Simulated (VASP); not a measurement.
# CuI (Marshite) (F-43m) in VASP: a series of runs

The runs below take CuI (Marshite) through relaxation of cell and atoms, with PBE.

Everything below comes from runs of VASP 6.6.1. Logs are shortened: lines on timing, memory, paths and dates and some standing lists are left out, and cuts for length are marked.

### 1 The structure

It takes space group F-43m (No. 216, cubic). Conventional cell: a = 6.063 Å, b = 6.063 Å, c = 6.063 Å, α = 90.00°, β = 90.00°, γ = 90.00°. Around Cu (site symmetry -43m) lie 4 I at 2.63 Å. Around I (site symmetry -43m) lie 4 Cu at 2.63 Å.

### 2 Relaxation of cell and atoms, PBE

Input file INCAR:

```
SYSTEM = CuI
PREC = Accurate ; ENCUT = 600
EDIFF = 1E-6 ; ISMEAR = 0
SIGMA = 0.03 ; LREAL = .False.
LASPH = .True. ; NELM = 80
ALGO = Normal ; ISIF = 3
LWAVE = .False. ; LCHARG = .False.
GGA = PE ; IBRION = 2
NSW = 90 ; EDIFFG = -0.01
```

Input file KPOINTS:

```
Automatic mesh
0
Gamma
  8 8 8
  0 0 0
```

Input file POSCAR:

```
CuI
1.0
    0.0000000000      3.0315000000      3.0315000000
    3.0315000000      0.0000000000      3.0315000000
    3.0315000000      3.0315000000      0.0000000000
Cu I
1 1
Direct
    0.2500000000      0.2500000000      0.2500000000
    0.0000000000      0.0000000000      0.0000000000
```

Potentials or basis: VASP PAW PBE potentials, release 64 (Cu, I).

Command:

```console
$ cat potpaw_PBE.64/Cu/POTCAR potpaw_PBE.64/I/POTCAR > POTCAR
$ mpirun -np 1 vasp_std > vasp.out
```

OUTCAR:

```text
SYSTEM = CuI
   PREC = Accurate
   ENCUT = 600
   EDIFF = 1E-6
   ISMEAR = 0
   LREAL = .False.
   LASPH = .True.
   NELM = 80
   ISIF = 3
   GGA = PE
   IBRION = 2
   NSW = 90
   EDIFFG = -0.01

 ion  position               nearest neighbor table
   1  0.250  0.250  0.250-   2 2.63   2 2.63   2 2.63   2 2.63
   2  0.000  0.000  0.000-   1 2.63   1 2.63   1 2.63   1 2.63

  LATTYP: Found a face centered cubic cell.
 ALAT       =     6.0630000000

  Lattice vectors:

 A1 = (   0.0000000000,   3.0315000000,   3.0315000000)
 A2 = (   3.0315000000,   0.0000000000,   3.0315000000)
 A3 = (   3.0315000000,   3.0315000000,   0.0000000000)

Analysis of symmetry for initial positions (statically):
=====================================================================
 Subroutine PRICEL returns:
 Original cell was already a primitive cell.

 Routine SETGRP: Setting up the symmetry group for a
 face centered cubic supercell.

 Subroutine GETGRP returns: Found 24 space group operations
 (whereof 24 operations were pure point group operations)
 out of a pool of 48 trial point group operations.

The static configuration has the point symmetry T_d .

Analysis of symmetry for dynamics (positions and initial velocities):
=====================================================================
 Subroutine PRICEL returns:
 Original cell was already a primitive cell.

 Routine SETGRP: Setting up the symmetry group for a
 face centered cubic supercell.

 Subroutine GETGRP returns: Found 24 space group operations
 (whereof 24 operations were pure point group operations)
 out of a pool of 48 trial point group operations.

The dynamic configuration has the point symmetry T_d .

 Subroutine INISYM returns: Found 24 space group operations
 (whereof 24 operations are pure point group operations),
 and found     1 'primitive' translations

----------------------------------------------------------------------------------------

                                     Primitive cell

  volume of cell :      55.7189

  direct lattice vectors                    reciprocal lattice vectors
     0.000000000  3.031500000  3.031500000    -0.164934851  0.164934851  0.164934851
     3.031500000  0.000000000  3.031500000     0.164934851 -0.164934851  0.164934851
     3.031500000  3.031500000  0.000000000     0.164934851  0.164934851 -0.164934851

  length of vectors
     4.287188414  4.287188414  4.287188414     0.285675541  0.285675541  0.285675541

  position of ions in fractional coordinates (direct lattice)
     0.250000000  0.250000000  0.250000000
     0.000000000  0.000000000  0.000000000

  ion indices of the primitive-cell ions
   primitive index   ion index
                 1           1
                 2           2

----------------------------------------------------------------------------------------

 KPOINTS: Automatic mesh

Automatic generation of k-mesh.
 Grid dimensions read from file:
 generate k-points for:    8    8    8

 Generating k-lattice:

  Cartesian coordinates                     Fractional coordinates (reciprocal lattice)
    -0.020616856  0.020616856  0.020616856     0.125000000  0.000000000  0.000000000
     0.020616856 -0.020616856  0.020616856     0.000000000  0.125000000  0.000000000
     0.020616856  0.020616856 -0.020616856     0.000000000  0.000000000  0.125000000

  Length of vectors
     0.035709443  0.035709443  0.035709443

  Shift w.r.t. Gamma in fractional coordinates (k-lattice)
     0.000000000  0.000000000  0.000000000

 Subroutine IBZKPT returns following result:
 ===========================================

 Found     29 irreducible k-points:

 Following reciprocal coordinates:
            Coordinates               Weight
  0.000000  0.000000  0.000000      1.000000
  0.125000  0.000000  0.000000      8.000000
  0.250000  0.000000  0.000000      8.000000
  0.375000  0.000000  0.000000      8.000000
  0.500000  0.000000  0.000000      4.000000
  0.125000  0.125000  0.000000      6.000000
[... 16 lines left out ...]
  0.500000  0.250000  0.125000     48.000000
 -0.375000  0.250000  0.125000     24.000000
 [... further k-points ...]
   k-points           NKPTS =     29   k-points in BZ     NKDIM =     29   number of bands    NBANDS=     13
   number of dos      NEDOS =    301   number of ions     NIONS =      2
   total plane-waves  NPLWV =  46656
   dimension x,y,z NGX =    36 NGY =   36 NGZ =   36
   dimension x,y,z NGXF=    72 NGYF=   72 NGZF=   72
   ions per type =               1   1
   NGX,Y,Z   is equivalent  to a cutoff of  13.96, 13.96, 13.96 a.u.
   NGXF,Y,Z  is equivalent  to a cutoff of  27.92, 27.92, 27.92 a.u.
 SYSTEM =  CuI
   PREC   = accura    normal or accurate (medium, high low for compatibility)
   ISTART =      0    job   : 0-new  1-cont  2-samecut
   ICHARG =      2    charge: 1-file 2-atom 10-const
   ISPIN  =      1    spin polarized calculation?
   LNONCOLLINEAR =      F non collinear calculations
   LSORBIT =      F    spin-orbit coupling
   LASPH  =      T    aspherical Exc in radial PAW
   ENCUT  =  600.0 eV  44.10 Ry    6.64 a.u.   8.56  8.56  8.56*2*pi/ulx,y,z
   NELM   =     80;   NELMIN=  2; NELMDL= -5     # of ELM steps
   EDIFF  = 0.1E-05   stopping-criterion for ELM
   LREAL  =      F    real-space projection
   EDIFFG = -.1E-01   stopping-criterion for IOM
   NSW    =     90    number of steps for IOM
   IBRION =      2    ionic relax: 0-MD 1-quasi-New 2-CG
   NFREE  =      1    steps in history (QN), initial steepest desc. (CG)
   ISIF   =      3    stress and relaxation
   ISYM   =      2    0-nonsym 1-usesym 2-fastsym
   POTIM  = 0.5000    time-step for ionic-motion
   TEBEG  =    0.0;   TEEND  =   0.0 temperature during run
   PSTRESS=    0.0 pullay stress
   NELECT =      18.0000    total number of electrons
   NUPDOWN=      -1.0000    fix difference up-down
   EMIN   =  10.00;   EMAX   =-10.00  energy-range for DOS
   EFERMI =   0.00;   METHOD = LEGACY
   ISMEAR =     0;   SIGMA  =   0.03  broadening in eV -4-tet -1-fermi 0-gaus
   EFERMI_NEDOS =   21; number of points for ismear=-14 and -15
   IALGO  =     38    algorithm
   IMIX   =      4    mixing-type and parameters
     AMIX     =   0.40;   BMIX     =  1.00
     AMIX_MAG =   1.60;   BMIX_MAG =  1.00
  volume/ion in A,a.u.               =      27.86       188.00
  Fermi-wavevector in a.u.,A,eV,Ry     =   1.123306  2.122741 17.168055  1.261816
  Thomas-Fermi vector in A             =   2.259971
   LORBIT       =      0    0 simple, 1 ext, 2 COOP (PROOUT), +10 PAW based schemes
   GGA     = PE    functional components
   LHFCALC =     F    Hartree Fock is set to
   AEXX    =    0.0000 exact exchange contribution
   IVDW    =     0    specifies the selected vdW correction
   LEPSILON=     F    determine dielectric tensor
   LRPA    =     F    only Hartree local field effects (RPA)
 conjugate gradient relaxation of ions
 non-spin polarized calculation
 Gauss-broadening in eV      SIGMA  =   0.03
  energy-cutoff  :      600.00
  volume of cell :       55.72
 maximum number of plane-waves:      1880
 NGX is ok and might be reduce to    36
   NGX = 17   NGY = 17   NGZ = 17

--------------------------------------- Ionic step        1  -------------------------------------------

 number of electron      18.0000006 magnetization

 Free energy of the ion-electron system (eV)
  ---------------------------------------------------
  ext. energy  EPLUGINS =         0.00000000
  ---------------------------------------------------
  free energy    TOTEN  =        -5.56198839 eV

  energy without entropy =       -5.56198839  energy(sigma->0) =       -5.56198839

------------------------ aborting loop because EDIFF is reached ----------------------------------------

  FORCE on cell =-STRESS in cart. coord.  units (eV):
  Direction    XX          YY          ZZ          XY          YZ          ZX
  --------------------------------------------------------------------------------------
  -------------------------------------------------------------------------------------
  Total        0.1138975      0.1138975      0.1138975      0.0000000      0.0000000      0.0000000
  in kB        3.2750812      3.2750812      3.2750812      0.0000000      0.0000000      0.0000000
  external PRESSURE =       3.2750812 kB  Pullay stress =       0.0000000 kB

 VOLUME and BASIS-vectors are now :
 -----------------------------------------------------------------------------
  energy-cutoff  :      600.00
  volume of cell :       55.72
      direct lattice vectors                 reciprocal lattice vectors
     0.000000000  3.031500000  3.031500000    -0.164934851  0.164934851  0.164934851
     3.031500000  0.000000000  3.031500000     0.164934851 -0.164934851  0.164934851
     3.031500000  3.031500000  0.000000000     0.164934851  0.164934851 -0.164934851

 POSITION                                       TOTAL-FORCE (eV/Angst)
 -----------------------------------------------------------------------------------
      1.51575      1.51575      1.51575        -0.000000     -0.000000     -0.000000
      0.00000      0.00000      0.00000         0.000000      0.000000      0.000000
 -----------------------------------------------------------------------------------
    total drift:                                0.000001      0.000001      0.000001

  FREE ENERGIE OF THE ION-ELECTRON SYSTEM (eV)
  ---------------------------------------------------
  free  energy   TOTEN  =        -5.5619883915 eV

  energy  without entropy=       -5.5619883915  energy(sigma->0) =       -5.56198839

--------------------------------------- Ionic step        2  -------------------------------------------

 number of electron      18.0000008 magnetization

 Free energy of the ion-electron system (eV)
  ---------------------------------------------------
  ext. energy  EPLUGINS =         0.00000000
  ---------------------------------------------------
  free energy    TOTEN  =        -5.56256150 eV

  energy without entropy =       -5.56256150  energy(sigma->0) =       -5.56256150

 E-fermi :   4.4837     XC(G=0):  -8.8989

 val. band max:        4.3417050231   @ k =   0.0000   0.0000   0.0000
 cond. band min:       5.4637477428   @ k =   0.0000   0.0000   0.0000
 fundamental gap:      1.1220427197
 Fermi energy:         4.4836788578

 k-point     1 :       0.0000    0.0000    0.0000
  band No.  band energies     occupation
      1      -9.6257      2.00000
      2       0.7399      2.00000
      3       0.7399      2.00000
      4       0.7399      2.00000
      5       2.5245      2.00000
      6       2.5245      2.00000
      7       4.3417      2.00000
      8       4.3417      2.00000
      9       4.3417      2.00000
     10       5.4637      0.00000
     11       9.2222      0.00000
     12       9.2222      0.00000
     13       9.2222      0.00000

 k-point     2 :       0.1250    0.0000    0.0000
  band No.  band energies     occupation
      1      -9.5547      2.00000
      2       0.4446      2.00000
      3       0.7452      2.00000
      4       0.7452      2.00000
      5       2.5185      2.00000
      6       2.5185      2.00000
      7       3.7322      2.00000
      8       4.2285      2.00000
      9       4.2285      2.00000
     10       6.1530      0.00000
     11       9.1274      0.00000
     12       9.4365      0.00000
     13       9.4365      0.00000
[... 321 lines left out ...]
 k-point    23 :       0.5000    0.2500    0.1250
  band No.  band energies     occupation
      1      -9.0675      2.00000
      2      -0.7894      2.00000
      3       0.3004      2.00000
      4       0.7239      2.00000
      5       2.4792      2.00000
      6       2.5396      2.00000
      7       2.7287      2.00000
      8       3.0825      2.00000
      9       3.4868      2.00000
     10       7.8317      0.00000
     11       9.0488      0.00000
     12       9.9183      0.00000
     13      11.3383      0.00000

 k-point    24 :      -0.3750    0.2500    0.1250
  band No.  band energies     occupation
      1      -8.9953      2.00000
      2      -0.9326      2.00000
      3       0.2038      2.00000
      4       0.7105      2.00000
      5       2.4619      2.00000
      6       2.5358      2.00000
      7       2.6489      2.00000
      8       3.0655      2.00000
      9       3.3596      2.00000
     10       7.8155      0.00000
     11       9.0253      0.00000
     12      10.5367      0.00000
     13      11.7207      0.00000

 [... further k-points ...]
[... 5 lines left out ...]
  --------------------------------------------------------------------------------------
  -------------------------------------------------------------------------------------
  Total        0.0188376      0.0188376      0.0188376      0.0000000      0.0000000      0.0000000
  in kB        0.5372297      0.5372297      0.5372297      0.0000000      0.0000000      0.0000000
  external PRESSURE =       0.5372297 kB  Pullay stress =       0.0000000 kB

 VOLUME and BASIS-vectors are now :
 -----------------------------------------------------------------------------
  energy-cutoff  :      600.00
  volume of cell :       56.18
      direct lattice vectors                 reciprocal lattice vectors
     0.000000000  3.039828618  3.039828618    -0.164482957  0.164482957  0.164482957
     3.039828618  0.000000000  3.039828618     0.164482957 -0.164482957  0.164482957
     3.039828618  3.039828618  0.000000000     0.164482957  0.164482957 -0.164482957

 POSITION                                       TOTAL-FORCE (eV/Angst)
 -----------------------------------------------------------------------------------
      1.51991      1.51991      1.51991        -0.000000     -0.000000     -0.000000
      0.00000      0.00000      0.00000         0.000000      0.000000      0.000000
 -----------------------------------------------------------------------------------
    total drift:                                0.000001      0.000001      0.000001

  FREE ENERGIE OF THE ION-ELECTRON SYSTEM (eV)
  ---------------------------------------------------
  free  energy   TOTEN  =        -5.5625614963 eV

  energy  without entropy=       -5.5625614963  energy(sigma->0) =       -5.56256150

 reached required accuracy - stopping structural energy minimisation
```

Run time: 19 s. Hardware: 1 thread of Intel Xeon 6975P-C (Granite Rapids), shared host; peak memory 0.22 GiB.

Results:

| Item | Value |
| --- | --- |
| Free energy | -5.5626 eV |
| Relaxed volume | 28.09 Å³/atom |
| Relaxed cell | a = 4.299 Å, b = 4.299 Å, c = 4.299 Å, α = 60.00°, β = 60.00°, γ = 60.00° |
| Space group after relaxing (to 0.05 Å) | F-43m (No. 216) |
| Energy gained by relaxing | 0.3 meV/atom |
| Ionic steps | 2 |
| Pressure after relaxing | 0.1 GPa |
| Band gap on the k mesh | 1.12 eV, direct |

Step by step:
```csv
step,energy change (eV),largest force (eV/Å),pressure (GPa),volume (Å³)
1,0.0000,0.0000,0.33,55.72
2,-0.0006,0.0000,0.05,56.18
```

Final structure:
```
CELL_PARAMETERS angstrom
0.00000 3.03983 3.03983
3.03983 0.00000 3.03983
3.03983 3.03983 0.00000
ATOMIC_POSITIONS crystal
Cu 0.25000 0.25000 0.25000
I 0.00000 0.00000 0.00000
```

Caveat: spin-orbit coupling is left out, which moves the levels of the heavy elements. Zero-point motion and thermal expansion aren't in these numbers.

(Continued in part 2 of 2.)
